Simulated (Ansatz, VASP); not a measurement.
## Si27C26O (O_C): VASP beside Ansatz

Wanted: the spread between two codes on one cell, functional and k mesh. The cell is taken from a series of runs on this material, whose earlier steps may have relaxed, scaled, displaced or heated it; both programs get it as it stands.

Method: plane waves, with VASP 6.6.1 beside it; single point at r2SCAN, in Ansatz 0.2.0.

## 1. The structure

The cell holds 54 atoms: 27 Si, 26 C and 1 O. Its edges and angles: a = 9.242 Å, b = 9.242 Å, c = 9.242 Å, α = 60.0°, β = 60.0°, γ = 60.0°. It derives from SiC (SiC (F-43m)). Nearest the centre at fractional (0.417, 0.417, 0.417): O54 at 0.00 Å, Si15 at 2.00 Å, Si23 at 2.01 Å, Si17 at 2.01 Å, Si14 at 2.01 Å, C41 at 3.06 Å, C39 at 3.06 Å, C33 at 3.06 Å. The cell carries charge +2.

Coordinates:

```xyz
54
Lattice="0.0000 6.5349 6.5349 6.5349 0.0000 6.5349 6.5349 6.5349 0.0000" Properties=species:S:1:pos:R:3 pbc="T T T"
Si   13.0624   13.0626   13.0677
Si    2.1748    2.1746    0.0137
Si   10.8915   10.8917   13.0677
Si    2.1747    0.0085    2.1799
Si    4.3408    2.1748    2.1799
Si    6.5283   10.8911    8.6984
Si   10.8916   13.0626   10.8968
Si    6.5283    8.6933   10.8962
Si    8.7260   10.8910   10.8962
Si    0.0085    2.1746    2.1801
Si    2.1747    4.3410    2.1800
Si   10.8910    6.5284    8.6986
Si    2.1747    2.1747    4.3462
Si    4.2845    4.2844    4.2898
Si    6.6002    6.6001    4.2901
Si   10.8910    8.6933    6.5336
Si    6.6003    4.2848    6.6056
Si    8.7265    6.5287    6.5338
Si   13.0625   10.8917   10.8969
Si    8.6933    6.5282   10.8963
Si   10.8910    8.7261   10.8963
Si    8.6932   10.8910    6.5336
Si    4.2849    6.6001    6.6057
Si    6.5285    8.7265    6.5337
Si   10.8910   10.8909    8.7315
Si    6.5286    6.5286    8.7318
Si    8.7097    8.7098    8.7150
C     1.0842    1.0843    1.0895
C     3.2654    3.2657    1.0894
C     5.4423    5.4425    1.0892
C     3.2654    1.0844    3.2707
C     5.4520    3.2744    3.2794
C     7.6104    5.4327    3.2793
C     5.4423    1.0842    5.4476
C     7.6103    3.2743    5.4379
C     9.8004    5.4426    5.4476
C     1.0842    3.2657    3.2708
C     3.2743    5.4521    3.2795
C     5.4326    7.6105    3.2796
C     3.2742    3.2743    5.4574
C     7.6107    7.6108    5.4577
C     5.4326    3.2743    7.6158
C     7.6107    5.4525    7.6160
C     9.7985    7.6215    7.6267
C     1.0839    5.4425    5.4476
C     3.2743    7.6104    5.4380
C     5.4423    9.8007    5.4477
C     3.2743    5.4326    7.6157
C     5.4523    7.6109    7.6160
C     7.6213    9.7986    7.6267
C     5.4424    5.4426    9.8058
C     7.6214    7.6215    9.8038
C     9.7984    9.7985    9.8037
O     5.4434    5.4424    5.4484
```

## 2. Ansatz: single point, r2SCAN, pair 1

Ansatz runs on its PAW soft_1 files.

A single point gives forces, pressure and levels at one fixed geometry, so differences don't come from the geometry; what else differs is listed under the comparison.

The input, input.yaml:

```yaml
crystal:
  checkpoint: "../qp2.relax.run"
  host: checkpoint
total_charge: 2
basis:
  ecutwfc: 500
  xc_grid: 2
hamiltonian:
  xc: r2scan
  pseudopotentials: { kind: paw, azcp: { folder: soft_1 } }
kpoints:
  mp_grid: { grid: [2, 2, 2], shift: [0.5, 0.5, 0.5] }
scf:
  occupations: { method: fixed }
  max_iter: 60
output:
  forces: true
  eigenvalues: true
  charged_corrections:
    epsilon: 7.06
    static_epsilon: 10.43
    defect_position: [0.416667, 0.416667, 0.416667]
  eigenstates: { localisation: true }
  populations: true
checkpoint:
  read: "../qp2.relax.run"
  write: "../qp2.point.run"
  compress: false
  write_wavefunctions: false
  write_every: 100000
```

The run is started by

```sh
ansatz run input.yaml --threads 4 --pin off --max-ram 7536MiB --backend cpu --events-out ev --progress --plain --runs-dir out
```

Numbers of over 12 decimals in the logs are rounded to 6 here.

The log of the run:

```text
crystal.checkpoint: the structure is that of <dir>, a `relax` run, at its step 5: its result, under r2scan at a charge of 2 e; 54 atoms read, 0 with a starting moment; crystal.structure_sha256 for this input is
Engine: ansatz 0.2.0, aarch64-unknown-linux-gnu
Pseudopotentials: kind: paw
Pseudopotential: Si, paw, valence charge 4, recommended cutoff 500 eV (meta_gga), soft_1/Si.paw.azcp
Pseudopotential: C, paw, valence charge 4, recommended cutoff 500 eV (meta_gga), soft_1/C.paw.azcp
Pseudopotential: O, paw, valence charge 6, recommended cutoff 500 eV (meta_gga), soft_1/O.paw.azcp
Functional definition: r2SCAN
  parameter k0 = 0.174
  parameter k1 = 0.065
  parameter a1 = 4.9479
  exchange = r2scan_x(k0 = k0, k1 = k1, a1 = a1)
  correlation = r2scan_c
Crystal: 54 atoms, lattice volume = 558.142 Å³
Basis set: ecut = 500 eV, 14163 PW (Γ), exchange–correlation on 144×144×144 points (8 copies of the dense FFT grid, shifted against one another)
Bands: 162, of which v1, the nominal top of the filled ones, is band 108 counted from 1 (107 counted from 0)
Symmetry: 1 space group operations
Space group: P1 (ITA 1), of the structure as read, at distance tolerance 8.2e-5 Å
k-points: 4 of 8 (time reversal used)
Non-local potential: Si, projectors of the file, l = 0: 2, l = 1: 2, l = 2: 1
Non-local potential: C, projectors of the file, l = 0: 2, l = 1: 2, l = 2: 1
Non-local potential: O, projectors of the file, l = 0: 2, l = 1: 2, l = 2: 1
PAW form: soft (Blöchl's): semilocal exchange-correlation on the pseudo side does not see the compensation charge
PAW frozen core: Si, regenerated for the run's functional (the file was generated under x = pbe(κ = 0.804, μ = 0.219515), c = pbe(β = 0.066725))
PAW frozen core: C, regenerated for the run's functional (the file was generated under x = pbe(κ = 0.804, μ = 0.219515), c = pbe(β = 0.066725))
PAW frozen core: O, regenerated for the run's functional (the file was generated under x = pbe(κ = 0.804, μ = 0.219515), c = pbe(β = 0.066725))
PAW one-centre angular grid: Si, 302 points (default); XC on 160 Gauss nodes
PAW one-centre angular grid: C, 302 points (default); XC on 219 of its mesh's 2255 points in the sphere
PAW one-centre angular grid: O, 302 points (default); XC on 160 Gauss nodes
Initial density: read from a saved state, or passed on in memory by an earlier SCF of this step, an earlier step, the calling program or the single point that the run made first
Initial wavefunctions: those read from a saved state, or passed on in memory by an earlier step or the calling program
Functional: x = r2scan, c = r2scan; τ floored in thin density (d = 2e-4 eV/Å³)
SCF iter   1: F=—  HF=-24403.341157 eV  |F-HF|=—  |Δ(HF+E_count)|=         —  Δρ=2.32e-6  dr2=2.34e-8  dr2_τ=7.11e-10  ethr=3.43e-11  ⟨swp⟩=3.0  Hψ=1515  notcnv=0
preconditioner: auto → Resta (q_TF=auto, 2.329 Å⁻¹)  ε∞=4.2  [insulator: Δε(μ)=2.142 eV  Ē_g=12.830 eV  n_scr=112 (ndim 8)  ℏωp=23.1 eV  f_vac=0.000  ε∞_Penn≈4.2]
SCF iter   2: F=-24403.341157 eV  HF=-24403.341157 eV  |F-HF|=5.88e-9  |Δ(HF+E_count)|=   1.01e-8  Δρ=1.46e-6  dr2=9.69e-9  dr2_τ=2.47e-10  ethr=1.08e-11  ⟨swp⟩=3.0  Hψ=1335  notcnv=0
SCF 1 converged in 2 iterations: F = -24403.341157 eV  dr2 = 9.69e-9
  greatest PAW one-centre occupation: 0.865 electrons in one spin orbital (limit 2), on the O atom at site 27 (counted from 0), in its partial waves of l = 0
SCF converged after 2 iterations
Free energy (F): -24403.341157 eV
Harris-Foulkes:  -24403.341157 eV  (|F-HF|=5.88e-9)
Internal energy: -24403.341157 eV  (E = F + TS)
E sigma→0 (E₀):  -24403.341157 eV
Fermi energy:    9.237464 eV
--- Per-component energies (eV) ---
  E_band       = 652.542263
  E_kinetic    = 3656.557494
  E_local      = -2857.470940  (includes V_loc(G=0)·N_el)
  E_nonlocal   = 1207.880594
  E_hartree    = 985.407359
  E_xc         = -2740.458093
  E_vxc        = -3187.275622  (∫ρ·V_xc dr)
  E_paw        = -16798.415557  (= ΣΔE_a)
  E_vpaw       = -287.629381  (= ΣTr[D̂ρ^β])
  E_aug_tail   = 0.000648  (compensation charges beyond the density's cutoff)
  E_vtau       = 149.664847  (kinetic-family band-sum trace: ∫τ·v_τ [+ j·A + Jᵃ·Aᵃ] dr)
  E_ewald      = -7854.102907
  E_core_change = -2.739756  (= ΣΔE_core)
  E_smearing   = -0.000000  (= −TS)
  E_closure    = -0.000000  (closes the sum)
  E_deformation_potential = 36.071730  (in the stress; not in F)
  Σ components = -24403.341157   (vs F -24403.341157, Δ=0.00e0)
--- Forces (eV/Å), atoms counted from 1 ---
  atom   1  Si     0.00029347     0.00179246     0.00011281
  atom   2  C      0.00146917    -0.00106549     0.00087473
  atom   3  Si    -0.00325015     0.00228758    -0.00162802
  atom   4  C      0.00297606    -0.00138249     0.00292637
  atom   5  Si    -0.00230522    -0.00050260    -0.00101452
  atom   6  C      0.00040369    -0.00015420     0.00422058
[...]
atom  41  Si    -0.00194119     0.00251936     0.00048380
  atom  42  C      0.00096479    -0.00013828    -0.00090545
  atom  43  Si    -0.00156275     0.00180314    -0.00043560
  atom  44  C      0.00141092     0.00012009     0.00192286
  atom  45  Si    -0.00360043    -0.00032962    -0.00347721
  atom  46  C      0.00314766     0.00097748     0.00203062
  atom  47  Si    -0.00260372    -0.00370271     0.00080941
  atom  48  C      0.00184984    -0.00010452     0.00082360
  atom  49  Si     0.00024271     0.00246088    -0.00341635
  atom  50  C      0.00024993    -0.00160161     0.00399027
  atom  51  Si    -0.00111640     0.00191406    -0.00473733
  atom  52  C      0.00220991    -0.00084671     0.00115398
  atom  53  Si    -0.00097363     0.00090525     0.00071300
  atom  54  C      0.00073107    -0.00264626     0.00132413
  max |Σ_I F_I| component: 2.34e-3 eV/Å
--- Charged-cell corrections in eV (Makov–Payne, q = +2.000 e, ε = 7.060 of the electrons, 10.430 with the ions) ---
  F (periodic)     = -24403.341157  (uncorrected; the corrections below are reported, never added to it)
  E_corr1          = +1.430985  (monopole, q²α_M/2εL)
  F Makov-Payne    = n/a  (the rows are of the electrons' constant alone; ansatz place-levels tells what screens the charge)
  no potential alignment in this run, which stands beside a crystal: run the host's input off ansatz write-host-input, and read the two finished runs by ansatz place-levels (neither reads a slab, a wire or a sheet, whose cell leaves a vacuum)
--- Band table (eV) ---
  k-point 0: bands = [... 104 lower, 8.7079, 8.7086, 9.2368, 9.2375, 11.3799, 12.2697, 12.2699, 12.6837, ... 50 higher]
  k-point 1: bands = [... 104 lower, 8.5662, 8.6877, 8.8962, 9.1035, 11.3828, 12.3751, 12.8050, 13.0012, ... 50 higher]
  k-point 2: bands = [... 104 lower, 8.5665, 8.6874, 8.8961, 9.1031, 11.3827, 12.3750, 12.8049, 13.0013, ... 50 higher]
  k-point 3: bands = [... 104 lower, 8.5660, 8.6879, 8.8962, 9.1036, 11.3828, 12.3752, 12.8051, 13.0011, ... 50 higher]
--- Löwdin populations: 54 sites ---
  site symbol       q [e]
     0     Si      2.9211
     1      C      4.9536
     2     Si      2.9273
     3      C      4.9536
     4     Si      2.9211
     5      C      4.9571
     6     Si      2.9273
     7      C      4.9536
     8     Si      2.9268
     9      C      4.9495
    10     Si      2.9177
    11      C      4.9495
    12     Si      2.9211
    13      C      4.9571
    14     Si      2.9178
    15      C      4.9495
    16     Si      2.9179
    17      C      4.9571
    18     Si      2.9273
    19      C      4.9536
    20     Si      2.9268
    21      C      4.9495
    22     Si      2.9178
    23      C      4.9495
[...]
46     Si      2.9179
    47      C      4.9524
    48     Si      2.9179
    49      C      4.9571
    50     Si      2.9179
    51      C      4.9524
    52     Si      2.9206
    53      C      4.9524
  spilling = 0.009926 (of n_electrons = 216.000000)
```

## 3. VASP: single point, r2SCAN, pair 1

The same cell, functional and mesh now go to VASP, with its own data sets.

Lines of VASP's logs that name or quote its potential files are left out, and so is its time.

The input, INCAR:

```
SYSTEM = Si27C26O
PREC = Accurate
ENCUT = 580
EDIFF = 1E-06
NELM = 120
ISMEAR = 0
SIGMA = 0.01
LREAL = Auto
ALGO = Normal
METAGGA = R2SCAN
LASPH = .TRUE.
NELECT = 216
NBANDS = 152
LORBIT = 11
LWAVE = .FALSE.
LCHARG = .FALSE.
ISIF = 2
ISYM = 0
GGA_COMPAT = .FALSE.
EFERMI = MIDGAP
LMIXTAU = .TRUE.
KPAR = 4
```

The input, POSCAR:

```
Si27C26O
1.0
    0.0000000000      6.5348887282      6.5348887282
    6.5348887282      0.0000000000      6.5348887282
    6.5348887282      6.5348887282      0.0000000000
Si C O
27 26 1
Direct
    0.9998528485      0.9998303255      0.9990450364
    0.0010422017      0.0010581779      0.3317325980
    0.9998589499      0.9998263467      0.6668467827
    0.0010478318      0.3325344584      0.0002512329
    0.0010609517      0.3325175662      0.3317397857
    0.9993461662      0.3317235409      0.6672639394
    0.9998550534      0.6676325040      0.9990457475
    0.9993437284      0.6680476171      0.3309447583
    0.9993438128      0.6680411219      0.6672502892
    0.3325338371      0.0010681516      0.0002394846
    0.3325413480      0.0010530821      0.3317364980
    0.3317532211      0.9993417728      0.6672498835
    0.3325404886      0.3325362771      0.0002480337
    0.3282131089      0.3282374829      0.3274029326
    0.3282345325      0.3282603673      0.6817403600
    0.3317535322      0.6680548657      0.9985379873
    0.3282464711      0.6825706039      0.3274357901
    0.3317577944      0.6680783790      0.6672907751
    0.6676497559      0.9998392874      0.9990443596
    0.6680445342      0.9993593025      0.3309383781
    0.6680550046      0.9993428541      0.6672503872
    0.6680642344      0.3317326173      0.9985352692
    0.6825554005      0.3282730763      0.3274293821
    0.6680857891      0.3317371633      0.6672913959
    0.6680654634      0.6680759766      0.9985115893
    0.6680871476      0.6680872220      0.3309449016
    0.6668084602      0.6667990034      0.6660083922
    0.0833679425      0.0833528939      0.0825622082
    0.0833787085      0.0833315249      0.4163569195
    0.0833551213      0.0833230797      0.7494784258
    0.0833733743      0.4171321945      0.0825623152
    0.0842946989      0.4175350730      0.4167621760
    0.0842902928      0.4175307869      0.7470499059
    0.0833617764      0.7502530589      0.0825496102
    0.0843095152      0.7478193627      0.4167471910
    0.0833838302      0.7502366761      0.7494657455
    0.4171687332      0.0833494303      0.0825587886
    0.4175552339      0.0842919340      0.4167534077
    0.4175636002      0.0842913784      0.7470319865
    0.4175664121      0.4175464686      0.0834828909
    0.4175889371      0.4175686665      0.7470500708
    0.4175632221      0.7478425659      0.0834870811
    0.4175912278      0.7478458696      0.4167788685
    0.4169671832      0.7501011985      0.7493176849
    0.7502887683      0.0833287812      0.0825410217
    0.7478400637      0.0843027269      0.4167432640
    0.7502889057      0.0833459515      0.7494669707
    0.7478352277      0.4175558856      0.0834866848
    0.7478801255      0.4175636395      0.4167739356
    0.7501235950      0.4169433253      0.7493117108
    0.7502773147      0.7502501355      0.0825698593
    0.7501200802      0.7501082897      0.4161596284
    0.7501192332      0.7500948650      0.7493009371
    0.4167855169      0.4169502135      0.4160304024
```

The input, KPOINTS:

```
Points of the shifted mesh
8
Reciprocal
 0.2500000000  0.2500000000  0.2500000000 1
 0.2500000000  0.2500000000  0.7500000000 1
 0.2500000000  0.7500000000  0.2500000000 1
 0.2500000000  0.7500000000  0.7500000000 1
 0.7500000000  0.2500000000  0.2500000000 1
 0.7500000000  0.2500000000  0.7500000000 1
 0.7500000000  0.7500000000  0.2500000000 1
 0.7500000000  0.7500000000  0.7500000000 1
```

PAW data sets: Si, C and O (PBE family, release 64).

The run is started by

```sh
mpirun -np 8 vasp_std
```

The log of the run:

```text
[banner, memory and clock lines left out]
running    8 mpi-ranks, on    1 nodes
[...]
|                                                                             |
|           W    W    AA    RRRRR   N    N  II  N    N   GGGG   !!!           |
|           W    W   A  A   R    R  NN   N  II  NN   N  G    G  !!!           |
|           W    W  A    A  R    R  N N  N  II  N N  N  G       !!!           |
|           W WW W  AAAAAA  RRRRR   N  N N  II  N  N N  G  GGG   !            |
|           WW  WW  A    A  R   R   N   NN  II  N   NN  G    G                |
|           W    W  A    A  R    R  N    N  II  N    N   GGGG   !!!           |
|                                                                             |
|     For optimal performance we recommend to set                             |
|       NCORE = 2 up to number-of-cores-per-socket                            |
|     NCORE specifies how many cores store one orbital (NPAR=cpu/NCORE).      |
|     This setting can greatly improve the performance of VASP for DFT.       |
[...]
DAV:   5    -0.619887106385E+03   -0.34857E-01   -0.34819E-01  3008   0.137E+00BRMIX: very serious problems
 the old and the new charge density differ
 old charge density:   218.00000 new  216.00000
BRMIX: very serious problems
 the old and the new charge density differ
 old charge density:   218.00000 new  216.00000
BRMIX: very serious problems
 the old and the new charge density differ
 old charge density:   218.00000 new  216.00000
BRMIX: very serious problems
 the old and the new charge density differ
 old charge density:   218.00000 new  216.00000
    0.475E+01
DAV:   6    -0.558332514129E+03    0.61555E+02   -0.14043E+02  2840   0.228E+01    0.267E+01
DAV:   7    -0.530614043208E+03    0.27718E+02   -0.11903E+01  2912   0.866E+00    0.106E+01
DAV:   8    -0.535960411467E+03   -0.53464E+01   -0.12947E+01  2848   0.871E+00    0.618E+00
DAV:   9    -0.536177321202E+03   -0.21691E+00   -0.31726E+00  2768   0.512E+00    0.191E+00
[...]
DAV:  21    -0.538249804298E+03    0.83531E-05   -0.50700E-05  2880   0.167E-02    0.765E-03
DAV:  22    -0.538249818459E+03   -0.14161E-04   -0.71615E-06  2664   0.848E-03    0.974E-03
DAV:  23    -0.538249818393E+03    0.66088E-07   -0.97573E-07  1856   0.338E-03
   1 F= -.53824982E+03 E0= -.53824982E+03  d E =0.000000E+00
```

From OUTCAR (step 3):

```text
  Total      -26.2160983    -26.2159929    -26.2135721     -0.3310691     -0.3201829     -0.3545009
  in kB      -75.2547734    -75.2544708    -75.2475217     -0.9503524     -0.9191030     -1.0176147
  external PRESSURE =     -75.2522553 kB  Pullay stress =       0.0000000 kB

 POSITION                                       TOTAL-FORCE (eV/Angst)
 -----------------------------------------------------------------------------------
     13.06243     13.06258     13.06771        -0.003044     -0.001130      0.001066
      2.17475      2.17465      0.01373        -0.006097     -0.000492      0.001283
     10.89152     10.89174     13.06772        -0.000129      0.001855     -0.001463
      2.17472      0.00849      2.17992        -0.004935      0.001944     -0.002803
      4.34085      2.17482      2.17990        -0.005772     -0.000137     -0.003001
      6.52827     10.89111      8.69839         0.000474      0.002308     -0.004225
     10.89156     13.06259     10.89685         0.000457      0.000366      0.001566
      6.52830      8.69329     10.89622         0.000229     -0.001707     -0.000179
      8.72598     10.89101     10.89618         0.000677     -0.000240     -0.001435
      0.00855      2.17464      2.18005        -0.000603     -0.001615     -0.003578
      2.17474      4.34098      2.18000        -0.003533     -0.004198     -0.004226
     10.89099      6.52837      8.69856         0.002538      0.002012     -0.006178
      2.17471      2.17474      4.34620        -0.003444     -0.000755     -0.005286
      4.28454      4.28438      4.28983        -0.023100     -0.020949     -0.023274
[...]
-----------------------------------------------------------------------------------
    total drift:                                0.002670      0.004509      0.004003

  FREE ENERGIE OF THE ION-ELECTRON SYSTEM (eV)
  ---------------------------------------------------
  free  energy   TOTEN  =      -538.2498183931 eV

  energy  without entropy=     -538.2498183931  energy(sigma->0) =     -538.24981839

[... 1 further part left out ...]
```

The run ends at a pressure of -7.53 GPa, with forces up to 0.039 eV/Å.

## 4. Comparison

Known differences besides the potentials themselves: VASP keeps PBE cores, Ansatz makes them for the functional; fixed occupations in Ansatz, narrow Gaussian smearing in VASP; the cutoff is 500 eV in Ansatz and 580 eV in VASP (PREC = Accurate, projectors in real space). Total energies have different zeros and are not compared.

Both answers:

```csv
quantity,Ansatz,VASP,difference
gap on the k mesh (eV),2.142,2.144,-0.002
```

At this near-relaxed geometry the largest component of a force difference is 19 meV/Å. A gap on the mesh is an upper bound, since the band edges may lie between its points. The cell carries a charge of +2 e against a uniform background, so its pressure also hangs on how the neutralising background is counted, and in a defect's cell a gap may be the spacing between its levels.

(Continued in part 2 of 2.)

[Lines on the potential files, build, host, timing and source positions are cut from VASP's logs without a mark.]

[Logs are printed without paths, hosts, clocks, repeated set-up lines and the standing remarks that a program may print on its own settings, such as how far it seeks lower states.]

[Hosts, paths, dates, database ids (printed as entryN), source tags and the programs' standing remarks are cut or masked in the printed files.]
